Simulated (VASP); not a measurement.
# Pb (Fm-3m) in VASP: single point with PBE

Aim: the single point of Pb with PBE.

Program: VASP 6.6.1. These are calculated values, not measurements. Logs are shortened: lines on timing, memory, paths and dates and some standing lists are left out, and cuts for length are marked.

## 1. The structure

It takes space group Fm-3m (No. 225, cubic). The conventional cell has a = 5.041 Å, b = 5.041 Å, c = 5.041 Å, α = 90.00°, β = 90.00°, γ = 90.00°. Pb (site symmetry m-3m) has 12 Pb at 3.56 Å as nearest neighbours.

## 2. Single point, PBE

Contents of INCAR:

```
ALGO     = Fast           # electronic algorithm
EDIFF    = 1E-6           # SCF threshold, eV
ENCUT    = 520            # plane-wave cutoff, eV
GGA      = PE             # functional
ICORELEVEL= 1            
ISIF     = 2              # what is computed and relaxed
ISMEAR   = 1              # smearing method
LASPH    = T              # aspherical terms in the spheres
LCHARG   = F              # write CHGCAR
LREAL    = F              # projectors in reciprocal space
LWAVE    = F              # write WAVECAR
NELM     = 80             # most SCF steps
PREC     = Accurate       # precision mode
SIGMA    = 0.1            # smearing width, eV
```

Contents of KPOINTS:

```
k-points
0
Gamma
  12 12 18
```

Contents of POSCAR:

```
Pb
1.0
    3.5645663000      0.0000000000      0.0000000000
   -1.7822831500      3.0870049700      0.0000000000
    1.7822831500      1.0290016600      2.9104561900
Pb
1
Direct
    0.0000000000      0.0000000000      0.0000000000
```

Potentials or basis: VASP PAW PBE potentials, release 64 (Pb_d).

Launch:

```
$ cat potpaw_PBE.64/Pb_d/POTCAR > POTCAR
$ mpirun -np 1 vasp_std > vasp.out
```

OUTCAR:

```text
EDIFF = 1E-6
   ENCUT = 520
   GGA = PE
   ISIF = 2
   ISMEAR = 1
   LASPH = T
   LREAL = F
   NELM = 80
   PREC = Accurate

 ion  position               nearest neighbor table
   1  0.000  0.000  0.000-

  LATTYP: Found a face centered cubic cell.
 ALAT       =     5.0410580054

  Lattice vectors:

 A1 = (  -3.5645663000,  -0.0000000000,   0.0000000000)
 A2 = (  -1.7822831500,   1.0290016600,   2.9104561900)
 A3 = (  -1.7822831500,   3.0870049700,   0.0000000000)

Analysis of symmetry for initial positions (statically):
=====================================================================
 Subroutine PRICEL returns:
 Original cell was already a primitive cell.

 Routine SETGRP: Setting up the symmetry group for a
 face centered cubic supercell.

 Subroutine GETGRP returns: Found 48 space group operations
 (whereof 48 operations were pure point group operations)
 out of a pool of 48 trial point group operations.

The static configuration has the point symmetry O_h .

Analysis of symmetry for dynamics (positions and initial velocities):
=====================================================================
 Subroutine PRICEL returns:
 Original cell was already a primitive cell.

 Routine SETGRP: Setting up the symmetry group for a
 face centered cubic supercell.

 Subroutine GETGRP returns: Found 48 space group operations
 (whereof 48 operations were pure point group operations)
 out of a pool of 48 trial point group operations.

The dynamic configuration has the point symmetry O_h .

 Subroutine INISYM returns: Found 48 space group operations
 (whereof 48 operations are pure point group operations),
 and found     1 'primitive' translations

----------------------------------------------------------------------------------------

                                     Primitive cell

  volume of cell :      32.0262

  direct lattice vectors                    reciprocal lattice vectors
     3.564566300  0.000000000  0.000000000     0.280539038  0.161969289 -0.229059166
    -1.782283150  3.087004970  0.000000000     0.000000000  0.323938578 -0.114529583
     1.782283150  1.029001660  2.910456190     0.000000000  0.000000000  0.343588749

  length of vectors
     3.564566300  3.564566301  3.564566296     0.396742112  0.343588748  0.343588749

  position of ions in fractional coordinates (direct lattice)
     0.000000000  0.000000000  0.000000000

  ion indices of the primitive-cell ions
   primitive index   ion index
                 1           1

----------------------------------------------------------------------------------------

 KPOINTS: k-points

Automatic generation of k-mesh.
 Grid dimensions read from file:
 generate k-points for:   12   12   18

 Generating k-lattice:

  Cartesian coordinates                     Fractional coordinates (reciprocal lattice)
     0.023378253  0.013497441 -0.019088264     0.083333333  0.000000000  0.000000000
     0.000000000  0.026994881 -0.009544132     0.000000000  0.083333333  0.000000000
     0.000000000  0.000000000  0.019088264     0.000000000  0.000000000  0.055555556

  Length of vectors
     0.033061843  0.028632396  0.019088264

  Shift w.r.t. Gamma in fractional coordinates (k-lattice)
     0.000000000  0.000000000  0.000000000

 -----------------------------------------------------------------------------
|                                                                             |
|           W    W    AA    RRRRR   N    N  II  N    N   GGGG   !!!           |
|           W    W   A  A   R    R  NN   N  II  NN   N  G    G  !!!           |
|           W    W  A    A  R    R  N N  N  II  N N  N  G       !!!           |
|           W WW W  AAAAAA  RRRRR   N  N N  II  N  N N  G  GGG   !            |
|           WW  WW  A    A  R   R   N   NN  II  N   NN  G    G                |
|           W    W  A    A  R    R  N    N  II  N    N   GGGG   !!!           |
|                                                                             |
|     Your reciprocal lattice and k-lattice belong to different lattice       |
|     classes:                                                                |
|                                                                             |
|        The reciprocal lattice is body-centered cubic,                       |
|        whereas your k-lattice is body-centered orthorhombic.                |
|                                                                             |
|     Results are often still useful ...                                      |
|                                                                             |
 -----------------------------------------------------------------------------

 WARNING: IBZKPT: internal override: KBLOWUP is changed to .FALSE.
      ... skipping the blow-up phase ...

 Subroutine IBZKPT returns following result:
 ===========================================

 Found    380 irreducible k-points:

 Following reciprocal coordinates:
            Coordinates               Weight
  0.000000  0.000000  0.000000      1.000000
  0.083333 -0.000000  0.000000      2.000000
  0.166667 -0.000000 -0.000000      6.000000
  0.250000 -0.000000 -0.000000      2.000000
  0.333333 -0.000000 -0.000000      6.000000
  0.416667  0.000000 -0.000000      2.000000
[... 16 lines left out ...]
  0.166667  0.250000 -0.000000     12.000000
  0.250000  0.250000 -0.000000     12.000000
 [... further k-points ...]
   k-points           NKPTS =    380   k-points in BZ     NKDIM =    380   number of bands    NBANDS=     11
   number of dos      NEDOS =    301   number of ions     NIONS =      1
   total plane-waves  NPLWV =  21952
   dimension x,y,z NGX =    28 NGY =   28 NGZ =   28
   dimension x,y,z NGXF=    56 NGYF=   56 NGZF=   56
   ions per type =               1
   NGX,Y,Z   is equivalent  to a cutoff of  13.06, 13.06, 13.06 a.u.
   NGXF,Y,Z  is equivalent  to a cutoff of  26.12, 26.12, 26.12 a.u.
 SYSTEM =  unknown system
   PREC   = accura    normal or accurate (medium, high low for compatibility)
   ISTART =      0    job   : 0-new  1-cont  2-samecut
   ICHARG =      2    charge: 1-file 2-atom 10-const
   ISPIN  =      1    spin polarized calculation?
   LNONCOLLINEAR =      F non collinear calculations
   LSORBIT =      F    spin-orbit coupling
   LASPH  =      T    aspherical Exc in radial PAW
   ENCUT  =  520.0 eV  38.22 Ry    6.18 a.u.   6.63  6.63  6.63*2*pi/ulx,y,z
   NELM   =     80;   NELMIN=  2; NELMDL= -5     # of ELM steps
   EDIFF  = 0.1E-05   stopping-criterion for ELM
   LREAL  =      F    real-space projection
   EDIFFG = 0.1E-04   stopping-criterion for IOM
   NSW    =      0    number of steps for IOM
   IBRION =     -1    ionic relax: 0-MD 1-quasi-New 2-CG
   NFREE  =      0    steps in history (QN), initial steepest desc. (CG)
   ISIF   =      2    stress and relaxation
   ISYM   =      2    0-nonsym 1-usesym 2-fastsym
   POTIM  = 0.5000    time-step for ionic-motion
   TEBEG  =    0.0;   TEEND  =   0.0 temperature during run
   PSTRESS=    0.0 pullay stress
   NELECT =      14.0000    total number of electrons
   NUPDOWN=      -1.0000    fix difference up-down
   EMIN   =  10.00;   EMAX   =-10.00  energy-range for DOS
   EFERMI =   0.00;   METHOD = LEGACY
   ISMEAR =     1;   SIGMA  =   0.10  broadening in eV -4-tet -1-fermi 0-gaus
   EFERMI_NEDOS =   21; number of points for ismear=-14 and -15
   IALGO  =     68    algorithm
   IMIX   =      4    mixing-type and parameters
     AMIX     =   0.40;   BMIX     =  1.00
     AMIX_MAG =   1.60;   BMIX_MAG =  1.00
  volume/ion in A,a.u.               =      32.03       216.12
  Fermi-wavevector in a.u.,A,eV,Ry     =   1.242460  2.347909 21.003413  1.543707
  Thomas-Fermi vector in A             =   2.376814
   LORBIT       =      0    0 simple, 1 ext, 2 COOP (PROOUT), +10 PAW based schemes
   GGA     = PE    functional components
   LHFCALC =     F    Hartree Fock is set to
   AEXX    =    0.0000 exact exchange contribution
   IVDW    =     0    specifies the selected vdW correction
   LEPSILON=     F    determine dielectric tensor
   LRPA    =     F    only Hartree local field effects (RPA)
 non-spin polarized calculation
 RMM-DIIS sequential band-by-band and
 Methfessel and Paxton  Order N= 1 SIGMA  =   0.10
  energy-cutoff  :      520.00
  volume of cell :       32.03
 maximum number of plane-waves:       889
   NGX = 13   NGY = 13   NGZ = 13

 number of electron      14.0000003 magnetization

 Free energy of the ion-electron system (eV)
  ---------------------------------------------------
  ext. energy  EPLUGINS =         0.00000000
  ---------------------------------------------------
  free energy    TOTEN  =        -3.55981420 eV

  energy without entropy =       -3.55966513  energy(sigma->0) =       -3.55976451

 the core state eigenenergies are
   1-  1s -88081.0539  2s -15742.5627  2p -13497.3245  3s  -3770.8152  3p  -3127.3526
       3d  -2472.4052  4s   -845.3408  4p   -634.5478  4d   -390.9352  4f   -121.9673
       5s   -133.1422  5p    -74.8368

 E-fermi :   6.7235     XC(G=0):  -9.9245

 val. band max:        6.7154591064   @ k =   0.4167   0.4167   0.2222
 cond. band min:       6.7296136294   @ k =  -0.2500   0.0000   0.4444
 fundamental gap:      0.0141545230
 Fermi energy:         6.7235225940

 k-point     1 :       0.0000    0.0000    0.0000
  band No.  band energies     occupation
      1     -10.3503      2.00000
      2     -10.3503      2.00000
      3     -10.3503      2.00000
      4     -10.2326      2.00000
      5     -10.2326      2.00000
      6      -4.7098      2.00000
      7      13.6784      0.00000
      8      13.6784      0.00000
      9      13.6784      0.00000
     10      16.4091      0.00000
     11      17.3353      0.00000

 k-point     2 :       0.0833   -0.0000    0.0000
  band No.  band energies     occupation
      1     -10.3595      2.00000
      2     -10.3337      2.00000
      3     -10.3337      2.00000
      4     -10.2421      2.00000
      5     -10.2256      2.00000
      6      -4.5416      2.00000
      7      12.6015      0.00000
      8      13.0042      0.00000
      9      13.0042      0.00000
     10      15.8047      0.00000
     11      18.3673      0.00000
[... 295 lines left out ...]
 k-point    24 :       0.2500    0.2500   -0.0000
  band No.  band energies     occupation
      1     -10.4043      2.00000
      2     -10.3162      2.00000
      3     -10.2283      2.00000
      4     -10.1859      2.00000
      5     -10.1104      2.00000
      6      -1.0504      2.00000
      7       4.3629      2.00000
      8       7.6707     -0.00000
      9       9.9521      0.00000
     10      13.3799      0.00000
     11      17.9635      0.00000

 [... further k-points ...]

------------------------ aborting loop because EDIFF is reached ----------------------------------------

  FORCE on cell =-STRESS in cart. coord.  units (eV):
  Direction    XX          YY          ZZ          XY          YZ          ZX
  --------------------------------------------------------------------------------------
  -------------------------------------------------------------------------------------
  Total       -0.0023678     -0.0023678     -0.0023678      0.0000000     -0.0000000     -0.0000000
  in kB       -0.1184551     -0.1184551     -0.1184551      0.0000000     -0.0000000     -0.0000000
  external PRESSURE =      -0.1184551 kB  Pullay stress =       0.0000000 kB

 VOLUME and BASIS-vectors are now :
 -----------------------------------------------------------------------------
  energy-cutoff  :      520.00
  volume of cell :       32.03
      direct lattice vectors                 reciprocal lattice vectors
     3.564566300  0.000000000  0.000000000     0.280539038  0.161969289 -0.229059166
    -1.782283150  3.087004970  0.000000000     0.000000000  0.323938578 -0.114529583
     1.782283150  1.029001660  2.910456190     0.000000000  0.000000000  0.343588749

 POSITION                                       TOTAL-FORCE (eV/Angst)
 -----------------------------------------------------------------------------------
      0.00000      0.00000      0.00000        -0.000000     -0.000000      0.000000
 -----------------------------------------------------------------------------------
    total drift:                               -0.000000     -0.000000     -0.000000

  FREE ENERGIE OF THE ION-ELECTRON SYSTEM (eV)
  ---------------------------------------------------
  free  energy   TOTEN  =        -3.5598141974 eV

  energy  without entropy=       -3.5596651333  energy(sigma->0) =       -3.55976451
```

Wall time 91 s (1 thread of Intel Xeon Platinum 8488C (Sapphire Rapids), shared host); peak memory 0.25 GiB.

What came out:

* Free energy: -3.5598 eV
* Pressure: 0.0 GPa
* Band gap on the k mesh: none (metal or under the smearing width)

Core levels (eV, on the scale of the bands):
```tsv
atom	levels
1 Pb	1s -88081.1, 2s -15742.6, 2p -13497.3, 3s -3770.8, 3p -3127.4, 3d -2472.4, 4s -845.3, 4p -634.5, 4d -390.9, 4f -122.0, 5s -133.1, 5p -74.8
```
